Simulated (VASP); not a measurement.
Ag:

```
Ag
1.0
     0.00000    2.04275    2.04275
     2.04275    0.00000    2.04275
     2.04275    2.04275    0.00000
Ag
1
Direct
  0.00000 0.00000 0.00000
```

| Quantity | Value |
| --- | --- |
| Program | VASP 6.6.1 |
| Task | relaxation of cell and atoms |
| Functional | AM05 |
| Potentials or basis | VASP PAW PBE potentials, release 64 (Ag) |
| Cutoff | 600 eV |
| k mesh | 11 × 11 × 11 |
| Occupations | fermi-dirac, width 0.05 eV |
| Spin | no spin polarisation |

At the start: pressure -2.9 GPa; volume 17.05 Å³/atom.

Task: Where does the relaxation end?

Result: Over 3 steps the energy falls by 4.3 meV/atom and the volume is 16.59 Å³/atom (-2.7 %); space group Fm-3m (No. 225, to 0.05 Å).

Step by step:
```csv
step,energy change (eV),largest force (eV/Å),pressure (GPa),volume (Å³)
1,0.0000,0.0000,-2.90,17.05
2,-0.0023,0.0000,2.22,16.30
3,-0.0043,0.0000,0.00,16.59
```

Final structure:
```cif
data_structure
_symmetry_space_group_name_H-M 'P 1'
_symmetry_Int_Tables_number 1
_cell_length_a 2.8630
_cell_length_b 2.8630
_cell_length_c 2.8630
_cell_angle_alpha 60.000
_cell_angle_beta 60.000
_cell_angle_gamma 60.000
_cell_volume 16.59
loop_
_atom_site_label
_atom_site_type_symbol
_atom_site_fract_x
_atom_site_fract_y
_atom_site_fract_z
_atom_site_occupancy
Ag1 Ag 0.00000 0.00000 0.00000 1
```

Caveat: the PAW data sets were made with another functional, which shifts forces and pressure a little.
